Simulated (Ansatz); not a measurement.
# SiC (Moissanite 6H) (P6_3mc) in Ansatz: a series of runs

Aim: see how the results for SiC (Moissanite 6H) move with the level of theory and the settings. Levels: PBEsol+D4, BLYP+D4, PBE. Tasks: relaxation of cell and atoms, single point.

All numbers are computed with Ansatz 0.2.0; they aren't measurements. Logs are shortened: lines on timing, memory, paths and dates and some standing lists are left out, and cuts for length are marked.

## 1. The crystal as given

Symmetry: P6_3mc, No. 186, hexagonal system. The conventional cell has a = 3.095 Å, b = 3.095 Å, c = 15.170 Å, α = 90.00°, β = 90.00°, γ = 120.00°. Around Si (site symmetry 3m) lie 4 C at 1.90 Å. Si (site symmetry 3m) is surrounded by 4 C at 1.90 Å. Si (site symmetry 3m) has 4 C at 1.90 Å as nearest neighbours. C (site symmetry 3m) has 4 Si at 1.90 Å as nearest neighbours. C (site symmetry 3m) has 4 Si at 1.90 Å as nearest neighbours. C (site symmetry 3m) is surrounded by 4 Si at 1.90 Å.

## 2. Relaxation of cell and atoms, PBEsol+D4

Input file input.yaml:

```yaml
crystal:
  lattice:
    - [3.095, 0.0, 0.0]
    - [-1.5475, 2.6803486247, 0.0]
    - [0.0, 0.0, 15.17]
  atoms:
    - { symbol: Si, position: [0.6666666667, 0.3333333333, 0.4583] }
    - { symbol: Si, position: [0.3333333333, 0.6666666667, 0.9583] }
    - { symbol: Si, position: [0.6666666667, 0.3333333333, 0.7917] }
    - { symbol: Si, position: [0.3333333333, 0.6666666667, 0.2917] }
    - { symbol: Si, position: [0.0, 0.0, 0.625] }
    - { symbol: Si, position: [0.0, 0.0, 0.125] }
    - { symbol: C, position: [0.6666666667, 0.3333333333, 0.3333] }
    - { symbol: C, position: [0.3333333333, 0.6666666667, 0.8333] }
    - { symbol: C, position: [0.6666666667, 0.3333333333, 0.6667] }
    - { symbol: C, position: [0.3333333333, 0.6666666667, 0.1667] }
    - { symbol: C, position: [0.0, 0.0, 0.5] }
    - { symbol: C, position: [0.0, 0.0, 0.0] }
hamiltonian:
  xc: pbesol
  pseudopotentials: { kind: paw }
  dispersion: d4
kpoints:
  mp_grid: { grid: [10, 10, 2] }
scf:
  occupations: { method: fermi_dirac, width: 0.05 }
output:
  forces: true
  stress: true
  write_density: true
  write_potential: true
  elf: true
  volumetric_format: npy
relax:
  f_tol: 0.01
  max_steps: 40
  cell: { stress_tol: 0.05 }
```

Potentials or basis: Ansatz PAW.

The run is started by

```console
> ansatz run input.yaml --threads 2 --pin off --max-ram 5120MiB --backend cpu --events-out ev --progress --plain --runs-dir out
```

Log:

```text
Warning: RAYON_NUM_THREADS=2 ignored (pool sized by the plan → 2); use --threads N
Engine: ansatz 0.2.0, aarch64-unknown-linux-gnu
Pseudopotentials: kind: paw
Pseudopotential: Si, paw, valence charge 4, recommended cutoff 420 eV (normal), Si.paw.azcp
Pseudopotential: C, paw, valence charge 4, recommended cutoff 420 eV (normal), C.paw.azcp
Functional definition: PBEsol
  exchange = pbesol_x
  correlation = pbesol_c
Crystal: 12 atoms, lattice volume = 125.845 Å³
Basis set: ecut = 420 eV, 2451 PW (Γ), exchange–correlation on 48×48×216 points (8 copies of the dense FFT grid, shifted against one another)
Bands: 36, of which v1, the nominal top of the filled ones, is band 24 counted from 1 (23 counted from 0)
Symmetry: 12 space group operations
Space group: P63mc (ITA 186), of the structure as read, at distance tolerance 5.0e-5 Å
k-points: 28 of 200
Non-local potential: Si, projectors of the file, l = 0: 2, l = 1: 2, l = 2: 2
Non-local potential: C, projectors of the file, l = 0: 2, l = 1: 2, l = 2: 1
PAW form: soft (Blöchl's): semilocal exchange-correlation on the pseudo side does not see the compensation charge
PAW frozen core: Si, regenerated for the run's functional, and the local potential with it (the file was generated under x = pbe(κ = 0.804, μ = 0.2195149727645171), c = pbe(β = 0.06672455060314922))
PAW frozen core: C, regenerated for the run's functional, and the local potential with it (the file was generated under x = pbe(κ = 0.804, μ = 0.2195149727645171), c = pbe(β = 0.06672455060314922))
PAW one-centre angular grid: Si, 110 points (default); XC on 64 Gauss nodes
PAW one-centre angular grid: C, 110 points (default); XC on 64 Gauss nodes
Initial density: superposition of atomic densities (neutral atoms: chi_scale 0, normalization atom), corrected by the library's trained network
Initial wavefunctions: pseudopotential atomic-orbital guess
Functional: x = pbesol(κ = 0.804, μ = 0.12345679012345678), c = pbesol(β = 0.046)
SCF iter   1: F=—  HF=-5214.473135 eV  |F-HF|=—  |Δ(HF+E_count)|=         —  Δρ=8.63e-3  dr2=1.15e-1  ethr=1.77e-3  ⟨swp⟩=6.6  Hψ=5253  notcnv=0  defer=19
preconditioner: auto → none  [insulator: Δε(μ)=1.814 eV  Ē_g=11.736 eV  σ=0.050 eV  W_gap=1.00  n_scr=10 (ndim 8)  ℏωp=22.9 eV  f_vac=0.000  D(μ)=0.00/eV (n_scr^D=0)  ε∞_Penn≈4.8]
SCF iter   2: F=—  HF=-5214.440748 eV  |F-HF|=—  |Δ(HF+E_count)|=   3.24e-2  Δρ=1.52e-3  dr2=2.81e-3  ethr=2.39e-4  ⟨swp⟩=2.6  Hψ=1961  notcnv=0  defer=164
SCF iter   3: F=—  HF=-5214.440320 eV  |F-HF|=—  |Δ(HF+E_count)|=   4.28e-4  Δρ=5.24e-4  dr2=2.47e-4  ethr=5.86e-6  ⟨swp⟩=2.3  Hψ=1530  notcnv=0  defer=164
SCF iter   4: F=—  HF=-5214.440343 eV  |F-HF|=—  |Δ(HF+E_count)|=   2.32e-5  Δρ=9.88e-5  dr2=3.16e-5  ethr=5.14e-7  ⟨swp⟩=2.9  Hψ=1584  notcnv=0  defer=164
SCF iter   5: F=—  HF=-5214.440211 eV  |F-HF|=—  |Δ(HF+E_count)|=   1.32e-4  Δρ=3.73e-5  dr2=9.71e-7  ethr=6.58e-8  ⟨swp⟩=2.1  Hψ=1283  notcnv=0  defer=164
SCF iter   6: F=-5214.440212 eV  HF=-5214.440212 eV  |F-HF|=1.46e-9  |Δ(HF+E_count)|=   5.89e-7  Δρ=6.04e-6  dr2=3.27e-8  ethr=2.08e-10  ⟨swp⟩=8.8  Hψ=5829  notcnv=0
SCF 1 converged in 6 iterations: F = -5214.440212 eV  dr2 = 3.27e-8
relax step   1: F+E_penalty+E_count = -5214.44021165 eV  Δ(F+E_penalty+E_count) = +0.000e0 eV  max|allowed force component| = 1.433e-1 eV/Å  Δτ_max = 0.0000 Å  P = -5.516 GPa  Ω = 125.845 Å³  (6 SCF iters, dr2 threshold 1.00e-7 eV, accepted)
Crystal: 12 atoms, lattice volume = 124.097 Å³
Basis set: ecut = 420 eV, 2415 PW (Γ), exchange–correlation on 48×48×216 points (8 copies of the dense FFT grid, shifted against one another)
Initial density: handed on by an earlier stage of this run
Initial wavefunctions: those handed on with the density
iter 1 solved again at ethr=4.01e-5 eV; its pass at ethr=3.10e-3 eV (dr2=1.92e-2 eV) is discarded
SCF iter   1: F=—  HF=-5214.494438 eV  |F-HF|=—  |Δ(HF+E_count)|=         —  Δρ=3.46e-3  dr2=1.84e-2  ethr=4.01e-5  ⟨swp⟩=1.9  Hψ=3983  notcnv=0
preconditioner: auto → none  [insulator: Δε(μ)=1.955 eV  Ē_g=11.901 eV  σ=0.050 eV  W_gap=1.00  n_scr=10 (ndim 8)  ℏωp=23.1 eV  f_vac=0.000  D(μ)=0.00/eV (n_scr^D=0)  ε∞_Penn≈4.8]
SCF iter   2: F=—  HF=-5214.488594 eV  |F-HF|=—  |Δ(HF+E_count)|=   5.84e-3  Δρ=5.69e-4  dr2=4.97e-4  ethr=3.83e-5  ⟨swp⟩=2.0  Hψ=1510  notcnv=0
SCF iter   3: F=—  HF=-5214.488348 eV  |F-HF|=—  |Δ(HF+E_count)|=   2.46e-4  Δρ=1.74e-4  dr2=3.36e-5  ethr=1.04e-6  ⟨swp⟩=2.7  Hψ=1718  notcnv=0
[... 4 lines left out ...]
[... 73 lines left out ...]
preconditioner: auto → none  [insulator: Δε(μ)=1.918 eV  Ē_g=11.966 eV  σ=0.050 eV  W_gap=1.00  n_scr=10 (ndim 8)  ℏωp=23.2 eV  f_vac=0.000  D(μ)=0.00/eV (n_scr^D=0)  ε∞_Penn≈4.8]
[... 1 line left out ...]
SCF iter   3: F=—  HF=-5214.497227 eV  |F-HF|=—  |Δ(HF+E_count)|=  6.46e-11  Δρ=8.09e-7  dr2=2.79e-10  ethr=1.55e-12  ⟨swp⟩=1.0  Hψ=1008  notcnv=0
iter 4 did not close the SCF: its close was put off for the readings that it lacked (scf_convergence_deferred on its scf_iter line)
SCF iter   4: F=-5214.497227 eV  HF=-5214.497227 eV  |F-HF|=9.09e-13  |Δ(HF+E_count)|=  2.91e-11  Δρ=7.34e-8  dr2=3.09e-12  ethr=1.00e-12  ⟨swp⟩=2.0  Hψ=1634  notcnv=0
iter 5 did not close the SCF: its close was put off for the readings that it lacked (scf_convergence_deferred on its scf_iter line)
SCF iter   5: F=-5214.497227 eV  HF=-5214.497227 eV  |F-HF|=1.82e-12  |Δ(HF+E_count)|=  2.73e-12  Δρ=4.85e-8  dr2=2.49e-12  ethr=1.00e-12  ⟨swp⟩=1.0  Hψ=1008  notcnv=0
iter 6 did not close the SCF: its close was put off for the readings that it lacked (scf_convergence_deferred on its scf_iter line)
SCF iter   6: F=-5214.497227 eV  HF=-5214.497227 eV  |F-HF|=0.00e0  |Δ(HF+E_count)|=  9.09e-13  Δρ=2.96e-8  dr2=4.42e-13  ethr=1.00e-12  ⟨swp⟩=1.0  Hψ=1008  notcnv=0
iter 7 did not close the SCF: its close was put off for the readings that it lacked (scf_convergence_deferred on its scf_iter line)
SCF iter   7: F=-5214.497227 eV  HF=-5214.497227 eV  |F-HF|=0.00e0  |Δ(HF+E_count)|=    0.00e0  Δρ=1.55e-8  dr2=1.20e-13  ethr=1.00e-12  ⟨swp⟩=1.0  Hψ=1008  notcnv=0
SCF iter   8: F=-5214.497227 eV  HF=-5214.497227 eV  |F-HF|=9.09e-13  |Δ(HF+E_count)|=    0.00e0  Δρ=7.64e-9  dr2=2.70e-14  ethr=1.00e-12  ⟨swp⟩=3.5  Hψ=3386  notcnv=0
SCF 8 converged in 8 iterations: F = -5214.497227 eV  dr2 = 2.70e-14
relax step   8: F+E_penalty+E_count = -5214.49722727 eV  Δ(F+E_penalty+E_count) = +4.924e-5 eV  max|allowed force component| = 4.251e-5 eV/Å  Δτ_max = 0.0000 Å  P = -0.001 GPa  Ω = 122.658 Å³  stress off target by 1.06e-3 GPa  SCF on the basis re-selected at this cell (its energy is not comparable with the rows above)  (8 SCF iters)
basis re-selected at this cell: Δ(F+E_penalty+E_count) = +4.924e-5 eV, ΔP = -0.000 GPa vs the last step (what re-selecting the basis moved, of the pressure what is left beyond the Pulay correction that the steps carried, after the strain that the cell walked since its last selection, with what the two solves' SCF thresholds leave and, on support functions, any second-order correction that the steps lacked; it is no measure of the basis error at this ecutwfc). This SCF's stress stands 1.06e-3 GPa from its target on what of the cell is left free (relax.cell.stress_tol is 5.00e-2 GPa) and its largest allowed force component is 4.25e-5 eV/Å (relax.f_tol is 1.00e-2 eV/Å): within both
SCF converged after 8 iterations
Free energy (F): -5214.497227 eV
Harris-Foulkes:  -5214.497227 eV  (|F-HF|=9.09e-13)
Internal energy: -5214.497227 eV  (E = F + TS)
E sigma→0 (E₀):  -5214.497227 eV
Fermi energy:    10.573683 eV
--- Per-component energies (eV) ---
  E_band       = 174.189586
  E_kinetic    = 815.462814
  E_local      = -619.937387  (includes V_loc(G=0)·N_el)
  E_nonlocal   = 312.798562
  E_hartree    = 189.314556
  E_xc         = -629.047227
  E_vxc        = -656.591108  (∫ρ·V_xc dr)
  E_paw        = -3566.367294  (= ΣΔE_a)
  E_vpaw       = -56.172497  (= ΣTr[D̂ρ^β])
  E_aug_tail   = 0.000090  (compensation charges beyond the density's cutoff)
  E_ewald      = -1714.780671
  E_disp       = -2.256637  (pairwise vdW)
  E_core_change = 0.315967  (= ΣΔE_core)
  E_smearing   = -0.000000  (= −TS)
  E_closure    = 0.000000  (closes the sum)
  Σ components = -5214.497227   (vs F -5214.497227, Δ=0.00e0)
--- Forces (eV/Å), atoms counted from 1 ---
  atom   1  Si     0.00000000    -0.00000000    -0.00000562
  atom   2  Si     0.00000000     0.00000000    -0.00000562
  atom   3  Si     0.00000000     0.00000000    -0.00000523
  atom   4  Si     0.00000000    -0.00000000    -0.00000523
  atom   5  Si    -0.00000000     0.00000000    -0.00001781
  atom   6  Si     0.00000000    -0.00000000    -0.00001781
  atom   7  C      0.00000000     0.00000000    -0.00003014
  atom   8  C      0.00000000    -0.00000000    -0.00003014
  atom   9  C     -0.00000000    -0.00000000     0.00001691
  atom  10  C     -0.00000000     0.00000000     0.00001691
  atom  11  C     -0.00000000     0.00000000     0.00004263
  atom  12  C      0.00000000    -0.00000000     0.00004263
  max |Σ_I F_I| component: 1.46e-6 eV/Å
--- Stress (GPa, compression-positive) ---
       -0.001062      -0.000000       0.000000
       -0.000000      -0.001062      -0.000000
        0.000000      -0.000000      -0.001012
  P = ⅓ Tr σ = -0.0010 GPa (-0.010 kbar)
--- Band table (eV; the first three rows and the last of 28) ---
  k-point 0: bands = ["-5.9528", "-5.4239", "-5.3880", "-3.8677", "-3.8393", "-2.3042", "0.9032", "3.3046", "3.3424", "7.1685", "7.1952", "8.4621", "8.4621", "8.6493", "8.6493", "8.7606", "8.7606", "9.2311", "9.2311", "9.3125", "9.3125", "9.5812", "9.6168", "9.6168", "14.8317", "14.9984", "15.4147", "15.9238", "15.9908", "16.3156", "16.5257", "16.5257", "16.7618", "16.7618", "16.9954", "17.0601"]
  k-point 1: bands = ["-5.8153", "-5.8153", "-4.7394", "-4.7394", "-2.8705", "-2.8705", "1.6909", "1.6909", "5.2347", "5.2347", "8.5213", "8.5213", "8.5213", "8.5213", "8.8462", "8.8462", "8.9743", "8.9743", "8.9743", "8.9743", "9.5201", "9.5201", "9.5201", "9.5201", "14.8974", "14.8974", "15.6441", "15.6441", "16.3338", "16.3338", "16.6193", "16.6193", "16.6193", "16.6193", "17.0124", "17.0124"]
  k-point 2: bands = ["-5.7768", "-5.2505", "-5.2140", "-3.7027", "-3.6741", "-2.1562", "1.0656", "3.4193", "3.4578", "7.0764", "7.1216", "7.5088", "7.8219", "7.9181", "8.1258", "8.3868", "8.4627", "8.6046", "8.6833", "9.0002", "9.0934", "9.1509", "9.4702", "9.5458", "15.0669", "15.3241", "15.4678", "15.9734", "16.1418", "16.2152", "16.5005", "16.6000", "16.8094", "16.9136", "17.0423", "17.0481"]
  k-point 27: bands = ["-1.7593", "-1.7593", "-1.2564", "-1.2564", "-0.9158", "-0.9158", "2.0169", "2.0169", "2.3522", "2.3522", "2.7267", "2.7267", "3.8004", "3.8004", "4.4756", "4.4756", "4.9483", "4.9483", "6.2094", "6.2094", "7.1616", "7.1616", "7.4018", "7.4018", "13.2042", "13.2042", "13.8299", "13.8299", "15.2863", "15.2863", "16.7619", "16.7619", "18.0362", "18.0362", "18.6804", "18.6804"]
--- Relaxed structure (6 steps of the walk, 6 accepted, 2 SCFs on fresh bases) ---
  F+E_penalty+E_count = -5214.49722727 eV   max|allowed force component| = 4.251e-5 eV/Å   (the final SCF, on the basis selected at the relaxed cell)
  cell:  # Å, volume = 122.6576 Å³
    - [3.067617412484321, -6.294304927886406e-34, -3.171933192005748e-34]
    - [-1.5338087062421606, 2.6566346083029093, -8.283163903069747e-19]
    - [1.166031337387135e-33, -4.688031819865647e-18, 15.050858271638335]
  atoms:
    - { symbol: Si, position: [0.6666666666666666, 0.3333333333333333, 0.45831838560247623] }
    - { symbol: Si, position: [0.3333333333333333, 0.6666666666666666, 0.9583183856024763] }
    - { symbol: Si, position: [0.6666666666666666, 0.3333333333333333, 0.7918221193026448] }
    - { symbol: Si, position: [0.3333333333333333, 0.6666666666666666, 0.2918221193026446] }
    - { symbol: Si, position: [1.5776461414047546e-21, 3.1552922828085463e-21, 0.6250301291111856] }
    - { symbol: Si, position: [1.5776461414094972e-21, 3.155292282816828e-21, 0.12503012911118558] }
    - { symbol: C, position: [0.6666666666666666, 0.3333333333333333, 0.33331989124420636] }
    - { symbol: C, position: [0.3333333333333333, 0.6666666666666666, 0.8333198912442064] }
    - { symbol: C, position: [0.6666666666666666, 0.3333333333333333, 0.6668235446522303] }
    - { symbol: C, position: [0.3333333333333333, 0.6666666666666666, 0.1668235446522304] }
    - { symbol: C, position: [-1.6445595853106063e-20, -3.289119170620924e-20, 0.4996859300872568] }
    - { symbol: C, position: [-1.6445595853101026e-20, -3.289119170620437e-20, -0.00031406991274311995] }
```

Run time: 56 s. Hardware: 2 threads of Arm Neoverse V1, shared host; peak memory 0.41 GiB.

What came out:

```yaml
Free_energy: -5214.4972 eV
Relaxed_volume: 10.22 Å³/atom
Relaxed_cell: a = 3.068 Å, b = 3.068 Å, c = 15.051 Å, α = 90.00°, β = 90.00°, γ = 120.00°
Space_group_after_relaxing_to_0.05_Å: P6_3mc (No. 186)
Energy_gained_by_relaxing: 4.8 meV/atom
Ionic_steps: 8
Pressure_after_relaxing: 0.0 GPa
Band_gap_on_the_k_mesh: 1.92 eV, indirect (least direct gap 3.03 eV)
```

Step by step:
```csv
step,energy change (eV),largest force (eV/Å),volume (Å³)
1,0.0000,0.1433,125.85
2,-0.0481,0.0730,124.10
3,-0.0623,0.0135,122.64
4,-0.0622,0.0064,122.70
5,-0.0622,0.0002,122.70
6,-0.0570,0.0002,122.70
7,-0.0571,0.0000,122.66
8,-0.0570,0.0000,122.66
```

Final structure:
```
Si C
1.0
     3.06762    0.00000    0.00000
    -1.53381    2.65663    0.00000
     0.00000    0.00000   15.05086
Si C
6 6
Cartesian
  1.5338 0.8855 6.8981
  0.0000 1.7711 14.4235
  1.5338 0.8855 11.9176
  0.0000 1.7711 4.3922
  0.0000 0.0000 9.4072
  0.0000 0.0000 1.8818
  1.5338 0.8855 5.0168
  0.0000 1.7711 12.5422
  1.5338 0.8855 10.0363
  0.0000 1.7711 2.5108
  0.0000 0.0000 7.5207
  0.0000 0.0000 -0.0047
```

Levels at points of the mesh, in eV from the valence-band top:
```tsv
k point	band 22	band 23	band 24	band 25	band 26	band 27
(0.00, 0.00, 0.00)	-0.04	0.00	0.00	5.21	5.38	5.80
(0.00, 0.00, -0.50)	-0.10	-0.10	-0.10	5.28	5.28	6.03
(0.00, -0.50, 0.00)	-1.81	-1.69	-1.11	1.92	2.11	3.12
(0.00, -0.50, -0.50)	-1.73	-1.32	-1.32	1.96	1.96	3.34
```

Caveat: the plane-wave basis is chosen anew once the cell has moved, so the energies of steps on either side of that aren't comparable; the PAW data sets come from PBE, with cores solved anew for the run's functional, which leaves a small shift of forces and pressure.

## 3. Relaxation of cell and atoms, BLYP+D4

input.yaml, as its differences from that of step 2:

```diff
@@ -19,3 +19,3 @@
 hamiltonian:
-  xc: pbesol
+  xc: blyp
   pseudopotentials: { kind: paw }
@@ -29,6 +29,2 @@
   stress: true
-  write_density: true
-  write_potential: true
-  elf: true
-  volumetric_format: npy
 relax:
```

Potentials or basis: Ansatz PAW.

The run is started by

```console
> ansatz run input.yaml --threads 2 --pin off --max-ram 5120MiB --backend cpu --events-out ev --progress --plain --runs-dir out
```

Run time: 43 s. Hardware: 2 threads of Arm Neoverse V1, shared host; peak memory 0.4 GiB.

Results (log left out):

* Free energy: -5356.8149 eV
* Relaxed volume: 10.30 Å³/atom
* Relaxed cell: a = 3.075 Å, b = 3.075 Å, c = 15.093 Å, α = 90.00°, β = 90.00°, γ = 120.00°
* Space group after relaxing (to 0.05 Å): P6_3mc (No. 186)
* Energy gained by relaxing: 2.3 meV/atom
* Ionic steps: 7
* Pressure after relaxing: 0.0 GPa
* Band gap on the k mesh: 2.33 eV

Step by step:
```tsv
step	energy change (eV)	largest force (eV/Å)	volume (Å³)
1	0.0000	0.1418	125.85
2	-0.0236	0.0788	124.67
3	-0.0320	0.0140	123.56
4	-0.0321	0.0015	123.63
5	-0.0274	0.0015	123.63
6	-0.0275	0.0000	123.60
7	-0.0274	0.0000	123.60
```

Final structure:
```
CELL_PARAMETERS angstrom
3.07500 0.00000 0.00000
-1.53750 2.66303 0.00000
0.00000 0.00000 15.09342
ATOMIC_POSITIONS crystal
Si 0.66667 0.33333 0.45827
Si 0.33333 0.66667 0.95827
Si 0.66667 0.33333 0.79181
Si 0.33333 0.66667 0.29181
Si 0.00000 0.00000 0.62506
Si 0.00000 0.00000 0.12506
C 0.66667 0.33333 0.33331
C 0.33333 0.66667 0.83331
C 0.66667 0.33333 0.66687
C 0.33333 0.66667 0.16687
C 0.00000 0.00000 0.49969
C 0.00000 0.00000 0.99969
```

Caveat: the plane-wave basis is chosen anew once the cell has moved, so the energies of steps on either side of that aren't comparable; the pressure holds a Pulay correction of +0.4 GPa for the finite cutoff; the PAW data sets come from PBE, with cores solved anew for the run's functional, which leaves a small shift of forces and pressure. A k mesh can miss the band edges.

## 4. Single point, PBE

input.yaml, as its differences from that of step 3:

```diff
@@ -19,7 +19,6 @@
 hamiltonian:
-  xc: blyp
+  xc: pbe
   pseudopotentials: { kind: paw }
-  dispersion: d4
 kpoints:
-  mp_grid: { grid: [10, 10, 2] }
+  mp_grid: { grid: [4, 4, 1] }
 scf:
@@ -29,5 +28,2 @@
   stress: true
-relax:
-  f_tol: 0.01
-  max_steps: 40
-  cell: { stress_tol: 0.05 }
+  eigenvalues: true
```

The run is started by

```console
> ansatz run input.yaml --threads 2 --pin off --max-ram 5120MiB --backend cpu --events-out ev --progress --plain --runs-dir out
```

Wall time 1.2 s (2 threads of Arm Neoverse V1, shared host); peak memory 0.31 GiB.

The run converged. Its results:

| Quantity | Value |
| --- | --- |
| Free energy | -5322.5947 eV |
| Pressure | 0.4 GPa |
| Largest force | 0.194 eV/Å |
| Band gap on the k mesh | 2.00 eV, indirect (least direct gap 3.10 eV) |

Forces on the atoms (eV/Å):
```
Si   0.000  0.000  0.088
Si   0.000  0.000  0.088
Si   0.000  0.000  0.054
Si   0.000  0.000  0.054
Si   0.000  0.000  0.090
Si   0.000  0.000  0.090
C    0.000  0.000 -0.043
C    0.000  0.000 -0.043
C    0.000  0.000  0.006
C    0.000  0.000  0.006
C    0.000  0.000 -0.194
C    0.000  0.000 -0.194
```

Stress tensor (GPa, compression positive):
```
0.54 0.00 0.00
0.00 0.54 0.00
0.00 0.00 0.06
```

Levels at points of the mesh, in eV from the valence-band top:
| k point | band 20 | band 21 | band 22 | band 23 | band 24 | band 25 | band 26 | band 27 | band 28 | band 29 |
| --- | --- | --- | --- | --- | --- | --- | --- | --- | --- | --- |
| (0.00, 0.00, 0.00) | -0.30 | -0.30 | -0.05 | 0.00 | 0.00 | 5.02 | 5.19 | 5.60 | 6.11 | 6.13 |
| (0.00, -0.50, 0.00) | -2.25 | -1.81 | -1.77 | -1.67 | -1.10 | 2.00 | 2.18 | 3.16 | 3.85 | 4.54 |

Caveat: the k mesh is coarse (spacing up to 0.59 Å⁻¹), so the values aren't converged.

## 5. Overview

| task | level | cell | k mesh | mesh quality | gap on the mesh (eV) | pressure (GPa) | relaxed volume (Å³/atom) |
| --- | --- | --- | --- | --- | --- | --- | --- |
| relaxation of cell and atoms | PBEsol+D4 | relaxed | 10 × 10 × 2 | not flagged | 1.92 | 0.0 | 10.22 |
| relaxation of cell and atoms | BLYP+D4 | relaxed | 10 × 10 × 2 | not flagged | 2.33 | 0.0 | 10.30 |
| single point | PBE | as given | 4 × 4 × 1 | coarse | 2.00 | 0.4 | - |

Alike in all rows: potentials or basis Ansatz PAW; no spin polarisation; cutoff (eV) 420; smearing fermi-dirac 0.05 eV.

Caveats: some runs use coarse meshes; the plane-wave basis is chosen anew once the cell has moved, so the energies of steps on either side of that aren't comparable (some runs); the PAW data sets come from PBE, with cores solved anew for the run's functional, which leaves a small shift of forces and pressure (some runs).

Total energies depend on the potentials used, so only differences within one code and one set of settings carry meaning.
